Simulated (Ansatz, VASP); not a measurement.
One calculation of Al, two programs

```
Al
1.0
     0.00000    2.08516    2.08516
     2.08516    0.00000    2.08516
     2.08516    2.08516    0.00000
Al
1
Cartesian
  0.0000 0.0000 0.0000
```

Alike in both runs: task single point; functional RPBE; k mesh 22 × 22 × 22; occupations fermi-dirac, width 0.1 eV; no spin polarisation.

|  | VASP | Ansatz |
| --- | --- | --- |
| version | VASP 6.6.1 | Ansatz 0.2.0 |
| potentials or method | VASP PAW PBE potentials, release 64 (Al) | plane waves (420 eV) with PAW, scalar-relativistic |
| plane-wave cutoff (eV) | 520 | 420 |
| valence electrons in the cell | 3 | 3 |

Ansatz gave:

- pressure (GPa): -4.8

Estimate VASP's values.

pressure (GPa): -5.0.

Caveats: the PAW data sets were made with another functional, which shifts forces and pressure a little (VASP).
